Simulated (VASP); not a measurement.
# Yb (Fm-3m) in VASP: notebook

One crystal, Yb, is run at these levels: PBEsol; tasks: single point.

Program: VASP 6.6.1. These are calculated values, not measurements. Logs are shortened: lines on timing, memory, paths and dates and some standing lists are left out, and cuts for length are marked.

### Step 1. Starting point

It takes space group Fm-3m (No. 225, cubic). Conventional cell: a = 5.490 Å, b = 5.490 Å, c = 5.490 Å, α = 90.00°, β = 90.00°, γ = 90.00°. Yb (site symmetry m-3m) is surrounded by 12 Yb at 3.88 Å.

### Step 2. Single point, PBEsol

INCAR

```
SYSTEM = Yb
  PREC = Accurate
  ENCUT = 520
  EDIFF = 1E-6
  ISMEAR = 0
  SIGMA = 0.05
  LREAL = .FALSE.
  LASPH = .TRUE.
  NELM = 60
  ALGO = Normal
  ISIF = 2
  LWAVE = .FALSE.
  LCHARG = .FALSE.
  GGA = PS
  NBANDS = 18
```

KPOINTS

```
Automatic mesh
0
G
  14 14 14
  0 0 0
```

POSCAR

```
Yb
1.0
    0.0000000000      2.7450000000      2.7450000000
    2.7450000000      0.0000000000      2.7450000000
    2.7450000000      2.7450000000      0.0000000000
Yb
1
Direct
    0.0000000000      0.0000000000      0.0000000000
```

Potentials or basis: VASP PAW PBE potentials, release 64 (Yb).

Launch:

```console
cat potpaw_PBE.64/Yb/POTCAR > POTCAR
mpirun -np 1 vasp_std > vasp.out
```

OUTCAR:

```text
SYSTEM = Yb
   PREC = Accurate
   ENCUT = 520
   EDIFF = 1E-6
   ISMEAR = 0
   LREAL = .FALSE.
   LASPH = .TRUE.
   NELM = 60
   ISIF = 2
   GGA = PS

 ion  position               nearest neighbor table
   1  0.000  0.000  0.000-

  LATTYP: Found a face centered cubic cell.
 ALAT       =     5.4900000000

  Lattice vectors:

 A1 = (   0.0000000000,   2.7450000000,   2.7450000000)
 A2 = (   2.7450000000,   0.0000000000,   2.7450000000)
 A3 = (   2.7450000000,   2.7450000000,   0.0000000000)

Analysis of symmetry for initial positions (statically):
=====================================================================
 Subroutine PRICEL returns:
 Original cell was already a primitive cell.

 Routine SETGRP: Setting up the symmetry group for a
 face centered cubic supercell.

 Subroutine GETGRP returns: Found 48 space group operations
 (whereof 48 operations were pure point group operations)
 out of a pool of 48 trial point group operations.

The static configuration has the point symmetry O_h .

Analysis of symmetry for dynamics (positions and initial velocities):
=====================================================================
 Subroutine PRICEL returns:
 Original cell was already a primitive cell.

 Routine SETGRP: Setting up the symmetry group for a
 face centered cubic supercell.

 Subroutine GETGRP returns: Found 48 space group operations
 (whereof 48 operations were pure point group operations)
 out of a pool of 48 trial point group operations.

The dynamic configuration has the point symmetry O_h .

 Subroutine INISYM returns: Found 48 space group operations
 (whereof 48 operations are pure point group operations),
 and found     1 'primitive' translations

----------------------------------------------------------------------------------------

                                     Primitive cell

  volume of cell :      41.3673

  direct lattice vectors                    reciprocal lattice vectors
     0.000000000  2.745000000  2.745000000    -0.182149362  0.182149362  0.182149362
     2.745000000  0.000000000  2.745000000     0.182149362 -0.182149362  0.182149362
     2.745000000  2.745000000  0.000000000     0.182149362  0.182149362 -0.182149362

  length of vectors
     3.882016229  3.882016229  3.882016229     0.315491950  0.315491950  0.315491950

  position of ions in fractional coordinates (direct lattice)
     0.000000000  0.000000000  0.000000000

  ion indices of the primitive-cell ions
   primitive index   ion index
                 1           1

----------------------------------------------------------------------------------------

 KPOINTS: Automatic mesh

Automatic generation of k-mesh.
 Grid dimensions read from file:
 generate k-points for:   14   14   14

 Generating k-lattice:

  Cartesian coordinates                     Fractional coordinates (reciprocal lattice)
    -0.013010669  0.013010669  0.013010669     0.071428571  0.000000000  0.000000000
     0.013010669 -0.013010669  0.013010669     0.000000000  0.071428571  0.000000000
     0.013010669  0.013010669 -0.013010669     0.000000000  0.000000000  0.071428571

  Length of vectors
     0.022535139  0.022535139  0.022535139

  Shift w.r.t. Gamma in fractional coordinates (k-lattice)
     0.000000000  0.000000000  0.000000000

 Subroutine IBZKPT returns following result:
 ===========================================

 Found    104 irreducible k-points:

 Following reciprocal coordinates:
            Coordinates               Weight
  0.000000  0.000000  0.000000      1.000000
  0.071429  0.000000  0.000000      8.000000
  0.142857  0.000000  0.000000      8.000000
  0.214286  0.000000  0.000000      8.000000
  0.285714  0.000000  0.000000      8.000000
  0.357143  0.000000  0.000000      8.000000
[... 16 lines left out ...]
  0.214286  0.142857  0.000000     24.000000
  0.285714  0.142857  0.000000     24.000000
 [... further k-points ...]
   k-points           NKPTS =    104   k-points in BZ     NKDIM =    104   number of bands    NBANDS=     18
   number of dos      NEDOS =    301   number of ions     NIONS =      1
   total plane-waves  NPLWV =  27000
   dimension x,y,z NGX =    30 NGY =   30 NGZ =   30
   dimension x,y,z NGXF=    60 NGYF=   60 NGZF=   60
   ions per type =               1
   NGX,Y,Z   is equivalent  to a cutoff of  12.85, 12.85, 12.85 a.u.
   NGXF,Y,Z  is equivalent  to a cutoff of  25.69, 25.69, 25.69 a.u.
 SYSTEM =  Yb
   PREC   = accura    normal or accurate (medium, high low for compatibility)
   ISTART =      0    job   : 0-new  1-cont  2-samecut
   ICHARG =      2    charge: 1-file 2-atom 10-const
   ISPIN  =      1    spin polarized calculation?
   LNONCOLLINEAR =      F non collinear calculations
   LSORBIT =      F    spin-orbit coupling
   LASPH  =      T    aspherical Exc in radial PAW
   ENCUT  =  520.0 eV  38.22 Ry    6.18 a.u.   7.22  7.22  7.22*2*pi/ulx,y,z
   NELM   =     60;   NELMIN=  2; NELMDL= -5     # of ELM steps
   EDIFF  = 0.1E-05   stopping-criterion for ELM
   LREAL  =      F    real-space projection
   EDIFFG = 0.1E-04   stopping-criterion for IOM
   NSW    =      0    number of steps for IOM
   IBRION =     -1    ionic relax: 0-MD 1-quasi-New 2-CG
   NFREE  =      0    steps in history (QN), initial steepest desc. (CG)
   ISIF   =      2    stress and relaxation
   ISYM   =      2    0-nonsym 1-usesym 2-fastsym
   POTIM  = 0.5000    time-step for ionic-motion
   TEBEG  =    0.0;   TEEND  =   0.0 temperature during run
   PSTRESS=    0.0 pullay stress
   NELECT =      24.0000    total number of electrons
   NUPDOWN=      -1.0000    fix difference up-down
   EMIN   =  10.00;   EMAX   =-10.00  energy-range for DOS
   EFERMI =   0.00;   METHOD = LEGACY
   ISMEAR =     0;   SIGMA  =   0.05  broadening in eV -4-tet -1-fermi 0-gaus
   EFERMI_NEDOS =   21; number of points for ismear=-14 and -15
   IALGO  =     38    algorithm
   IMIX   =      4    mixing-type and parameters
     AMIX     =   0.40;   BMIX     =  1.00
     AMIX_MAG =   1.60;   BMIX_MAG =  1.00
  volume/ion in A,a.u.               =      41.37       279.16
  Fermi-wavevector in a.u.,A,eV,Ry     =   1.365399  2.580230 25.365536  1.864314
  Thomas-Fermi vector in A             =   2.491631
   LORBIT       =      0    0 simple, 1 ext, 2 COOP (PROOUT), +10 PAW based schemes
   GGA     = PS    functional components
   LHFCALC =     F    Hartree Fock is set to
   AEXX    =    0.0000 exact exchange contribution
   IVDW    =     0    specifies the selected vdW correction
   LEPSILON=     F    determine dielectric tensor
   LRPA    =     F    only Hartree local field effects (RPA)
 non-spin polarized calculation
 Gauss-broadening in eV      SIGMA  =   0.05
  energy-cutoff  :      520.00
  volume of cell :       41.37
 maximum number of plane-waves:      1139
 NGX is ok and might be reduce to    30
   NGX = 15   NGY = 15   NGZ = 15

 number of electron      23.9999993 magnetization

 Free energy of the ion-electron system (eV)
  ---------------------------------------------------
  ext. energy  EPLUGINS =         0.00000000
  ---------------------------------------------------
  free energy    TOTEN  =        -3.79899814 eV

  energy without entropy =       -3.79698868  energy(sigma->0) =       -3.79799341

 E-fermi :   1.0637     XC(G=0):  -8.9560

 val. band max:        1.0631819904   @ k =  -0.2857   0.5000   0.2143
 cond. band min:       1.0653905169   @ k =  -0.2857   0.4286   0.1429
 fundamental gap:      0.0022085265
 Fermi energy:         1.0637323977

 k-point     1 :       0.0000    0.0000    0.0000
  band No.  band energies     occupation
      1     -50.7881      2.00000
      2     -23.0437      2.00000
      3     -23.0437      2.00000
      4     -23.0437      2.00000
      5      -3.8226      2.00000
      6       0.6353      2.00000
[... 10 lines left out ...]
     17       5.5846      0.00000
     18       9.9539      0.00000

 k-point     2 :       0.0714    0.0000    0.0000
  band No.  band energies     occupation
      1     -50.7877      2.00000
      2     -23.0543      2.00000
      3     -23.0452      2.00000
      4     -23.0452      2.00000
      5      -3.7193      2.00000
      6       0.6365      2.00000
[... 10 lines left out ...]
     17       5.5213      0.00000
     18      10.2077      0.00000

 k-point     3 :       0.1429    0.0000    0.0000
  band No.  band energies     occupation
      1     -50.7865      2.00000
      2     -23.0840      2.00000
      3     -23.0493      2.00000
      4     -23.0493      2.00000
      5      -3.4166      2.00000
      6       0.6401      2.00000
[... 10 lines left out ...]
     17       5.4054      0.00000
     18      10.5304      0.00000

 k-point     4 :       0.2143    0.0000    0.0000
  band No.  band energies     occupation
      1     -50.7848      2.00000
      2     -23.1263      2.00000
      3     -23.0552      2.00000
      4     -23.0552      2.00000
      5      -2.9359      2.00000
      6       0.6462      2.00000
[... 375 lines left out ...]
      4     -23.0583      2.00000
      5      -3.2814      2.00000
      6       0.6421      2.00000
[... 10 lines left out ...]
     17       5.8035      0.00000
     18      11.2051      0.00000

 k-point    23 :       0.2143    0.1429    0.0000
  band No.  band energies     occupation
      1     -50.7847      2.00000
      2     -23.1103      2.00000
      3     -23.0657      2.00000
      4     -23.0639      2.00000
      5      -2.9258      2.00000
      6       0.6473      2.00000
[... 10 lines left out ...]
     17       5.9101      0.00000
     18      10.8760      0.00000

 k-point    24 :       0.2857    0.1429    0.0000
  band No.  band energies     occupation
      1     -50.7831      2.00000
      2     -23.1483      2.00000
      3     -23.0730      2.00000
      4     -23.0707      2.00000
      5      -2.4060      2.00000
      6       0.6553      2.00000
[... 10 lines left out ...]
     17       6.1240      0.00000
     18       9.8844      0.00000

 [... further k-points ...]

------------------------ aborting loop because EDIFF is reached ----------------------------------------

  FORCE on cell =-STRESS in cart. coord.  units (eV):
  Direction    XX          YY          ZZ          XY          YZ          ZX
  --------------------------------------------------------------------------------------
  -------------------------------------------------------------------------------------
  Total       -1.0971612     -1.0971612     -1.0971612      0.0000000      0.0000000      0.0000000
  in kB      -42.4936458    -42.4936458    -42.4936458      0.0000000      0.0000000      0.0000000
  external PRESSURE =     -42.4936458 kB  Pullay stress =       0.0000000 kB

 VOLUME and BASIS-vectors are now :
 -----------------------------------------------------------------------------
  energy-cutoff  :      520.00
  volume of cell :       41.37
      direct lattice vectors                 reciprocal lattice vectors
     0.000000000  2.745000000  2.745000000    -0.182149362  0.182149362  0.182149362
     2.745000000  0.000000000  2.745000000     0.182149362 -0.182149362  0.182149362
     2.745000000  2.745000000  0.000000000     0.182149362  0.182149362 -0.182149362

 POSITION                                       TOTAL-FORCE (eV/Angst)
 -----------------------------------------------------------------------------------
      0.00000      0.00000      0.00000        -0.000000     -0.000000     -0.000000
 -----------------------------------------------------------------------------------
    total drift:                               -0.000000     -0.000000      0.000000

  FREE ENERGIE OF THE ION-ELECTRON SYSTEM (eV)
  ---------------------------------------------------
  free  energy   TOTEN  =        -3.7989981364 eV

  energy  without entropy=       -3.7969886793  energy(sigma->0) =       -3.79799341
```

Run time: 2.4 min. Hardware: 1 thread of Intel Xeon 6975P-C (Granite Rapids), shared host; peak memory 0.25 GiB.

What came out:

```yaml
Free_energy: -3.7990 eV
Pressure: -4.2 GPa
Band_gap_on_the_k_mesh: none (metal or under the smearing width)
```

Levels at points of the mesh, in eV from the Fermi level:
```
           k point  band 10  band 11  band 12  band 13  band 14  band 15
(0.00, 0.00, 0.00)    -0.27    -0.27    -0.27     2.68     2.68     2.68
(0.50, 0.00, 0.00)    -0.29    -0.29    -0.27     0.12     2.50     2.50
(0.50, 0.50, 0.00)    -0.31    -0.30    -0.30     0.26     1.27     5.87
```

Caveat: the PAW data sets were made with another functional, which shifts forces and pressure a little.

### Step 3. Single point, PBEsol

This run uses another cell than the first one, of 32.75 Å³/atom, 0.792 times its volume.

INCAR

```
PREC = Accurate
ENCUT = 520
EDIFF = 1E-7
ISMEAR = 0
SIGMA = 0.05
LREAL = False
LASPH = True
NELM = 100
ALGO = Fast
ISIF = 2
LWAVE = False
LCHARG = False
GGA = PS
NBANDS = 18
```

KPOINTS

```
regular mesh
0
Gamma
  14 14 14
```

POSCAR

```
Yb
1.0
    0.0000000000      2.5394688052      2.5394688052
    2.5394688052      0.0000000000      2.5394688052
    2.5394688052      2.5394688052      0.0000000000
Yb
1
Direct
    0.0000000000      0.0000000000      0.0000000000
```

Potentials or basis: VASP PAW PBE potentials, release 64 (Yb).

Launch:

```console
cat potpaw_PBE.64/Yb/POTCAR > POTCAR
mpirun -np 1 vasp_std > vasp.out
```

OUTCAR:

```text
PREC = Accurate
   ENCUT = 520
   EDIFF = 1E-7
   ISMEAR = 0
   LREAL = False
   LASPH = True
   NELM = 100
   ISIF = 2
   GGA = PS

 ion  position               nearest neighbor table
   1  0.000  0.000  0.000-

  LATTYP: Found a face centered cubic cell.
 ALAT       =     5.0789376104

  Lattice vectors:

 A1 = (   0.0000000000,   2.5394688052,   2.5394688052)
 A2 = (   2.5394688052,   0.0000000000,   2.5394688052)
 A3 = (   2.5394688052,   2.5394688052,   0.0000000000)

[... 683 lines left out ...]
     18      12.6210      0.00000

 [... further k-points ...]

------------------------ aborting loop because EDIFF is reached ----------------------------------------

  FORCE on cell =-STRESS in cart. coord.  units (eV):
  Direction    XX          YY          ZZ          XY          YZ          ZX
  --------------------------------------------------------------------------------------
  -------------------------------------------------------------------------------------
  Total       -0.0854042     -0.0854042     -0.0854042     -0.0000000     -0.0000000      0.0000000
  in kB       -4.1776393     -4.1776393     -4.1776393     -0.0000000     -0.0000000      0.0000000
  external PRESSURE =      -4.1776393 kB  Pullay stress =       0.0000000 kB

 VOLUME and BASIS-vectors are now :
 -----------------------------------------------------------------------------
  energy-cutoff  :      520.00
  volume of cell :       32.75
      direct lattice vectors                 reciprocal lattice vectors
     0.000000000  2.539468805  2.539468805    -0.196891570  0.196891570  0.196891570
     2.539468805  0.000000000  2.539468805     0.196891570 -0.196891570  0.196891570
     2.539468805  2.539468805  0.000000000     0.196891570  0.196891570 -0.196891570

 POSITION                                       TOTAL-FORCE (eV/Angst)
 -----------------------------------------------------------------------------------
      0.00000      0.00000      0.00000         0.000000      0.000000      0.000000
 -----------------------------------------------------------------------------------
    total drift:                               -0.000000     -0.000000     -0.000000

  FREE ENERGIE OF THE ION-ELECTRON SYSTEM (eV)
  ---------------------------------------------------
  free  energy   TOTEN  =        -3.9201775482 eV

  energy  without entropy=       -3.9187639842  energy(sigma->0) =       -3.91947077
```

OSZICAR:

```text
N       E                     dE             d eps       ncg     rms          rms(c)
DAV:   1     0.111179757154E+03    0.11118E+03   -0.87516E+03  4744   0.912E+03
DAV:   2     0.107129279418E+02   -0.10047E+03   -0.97218E+02  4674   0.547E+02
DAV:   3    -0.167033255788E+01   -0.12383E+02   -0.12220E+02  5552   0.114E+02
[... 37 lines left out ...]
RMM:  41    -0.392017703866E+01   -0.19640E-06   -0.17847E-06  5040   0.307E-02    0.157E-03
RMM:  42    -0.392017721052E+01   -0.17186E-06   -0.16053E-06  5031   0.274E-02    0.961E-04
RMM:  43    -0.392017734415E+01   -0.13363E-06   -0.11782E-06  5003   0.248E-02    0.154E-03
RMM:  44    -0.392017746040E+01   -0.11625E-06   -0.10934E-06  4967   0.222E-02    0.940E-04
RMM:  45    -0.392017754823E+01   -0.87829E-07   -0.77941E-07  4913   0.202E-02
   1 F= -.39201775E+01 E0= -.39194708E+01  d E =-.141356E-02
```

stdout:

```text
POSCAR found type information on POSCAR Yb
 POSCAR found :  1 types and       1 ions
 scaLAPACK will be used
 -----------------------------------------------------------------------------
|                                                                             |
|                                                                             |
|     You enforced a specific xc type in the INCAR file but a different       |
[... 40 lines left out ...]
WARNING in EDDRMM: call to ZHEGV failed, returncode =   8  4      4
WARNING in EDDRMM: call to ZHEGV failed, returncode =   8  4      4
WARNING in EDDRMM: call to ZHEGV failed, returncode =   8  4      3
WARNING in EDDRMM: call to ZHEGV failed, returncode =   8  4      2
WARNING in EDDRMM: call to ZHEGV failed, returncode =   8  4      3
WARNING in EDDRMM: call to ZHEGV failed, returncode =   8  4      2
WARNING in EDDRMM: call to ZHEGV failed, returncode =   8  4      2
```

Run time: 2.3 min. Hardware: 1 thread of Intel Xeon 6975P-C (Granite Rapids), shared host; peak memory 0.22 GiB.

What came out:

| Property | Result |
| --- | --- |
| Free energy | -3.9202 eV |
| Pressure | -0.4 GPa |
| Band gap on the k mesh | none (metal or under the smearing width) |

Caveat: the PAW data sets were made with another functional, which shifts forces and pressure a little.

### Step 4. Single point, PBEsol

This run uses another cell than the first one, of 40.44 Å³/atom, 0.977 times its volume.

INCAR

```
SYSTEM = Yb
PREC = Accurate
ENCUT = 520
EDIFF = 1E-6
ISMEAR = 0
SIGMA = 0.05
LREAL = .FALSE.
LASPH = .TRUE.
NELM = 60
ALGO = Fast
ISIF = 2
LWAVE = .FALSE.
LCHARG = .FALSE.
GGA = PS
NBANDS = 18
```

KPOINTS

```
regular mesh
0
G
  14 14 14
  0 0 0
```

POSCAR

```
Yb
1.0
    0.0000000000      2.7242381516      2.7242381516
    2.7242381516      0.0000000000      2.7242381516
    2.7242381516      2.7242381516      0.0000000000
Yb
1
Direct
    0.0000000000      0.0000000000      0.0000000000
```

Launch:

```console
cat potpaw_PBE.64/Yb/POTCAR > POTCAR
mpirun -np 1 vasp_std > vasp.out
```

Wall time 3.8 min (1 thread of Intel Xeon 6975P-C (Granite Rapids), shared host); peak memory 0.24 GiB.

Results (log left out):

| Item | Value |
| --- | --- |
| Free energy | -3.8193 eV |
| Pressure | -3.6 GPa |
| Band gap on the k mesh | none (metal or under the smearing width) |

Levels at points of the mesh, in eV from the Fermi level:
```csv
k point,band 10,band 11,band 12,band 13,band 14,band 15
"(0.00, 0.00, 0.00)",-0.28,-0.28,-0.28,2.70,2.70,2.70
"(0.50, 0.00, 0.00)",-0.29,-0.29,-0.27,0.15,2.51,2.51
"(0.50, 0.50, 0.00)",-0.32,-0.30,-0.30,0.22,1.50,6.01
```

Caveat: the PAW data sets were made with another functional, which shifts forces and pressure a little.

### Step 5. The runs side by side

| cell | gap on the mesh (eV) | pressure (GPa) |
| --- | --- | --- |
| Fm-3m, 41.37 Å³/atom | none | -4.2 |
| Fm-3m, 32.75 Å³/atom | none | -0.4 |
| Fm-3m, 40.44 Å³/atom | none | -3.6 |

Alike in all rows: task single point; level PBEsol; potentials or basis VASP PAW PBE potentials, release 64 (Yb); no spin polarisation; k mesh 14 × 14 × 14; cutoff (eV) 520; smearing gaussian 0.05 eV.

Every run on the cell as given and a fine mesh finds a metal.

Caveats: the PAW data sets were made with another functional, which shifts forces and pressure a little.

Absolute energies hang on the potentials; compare differences alone.
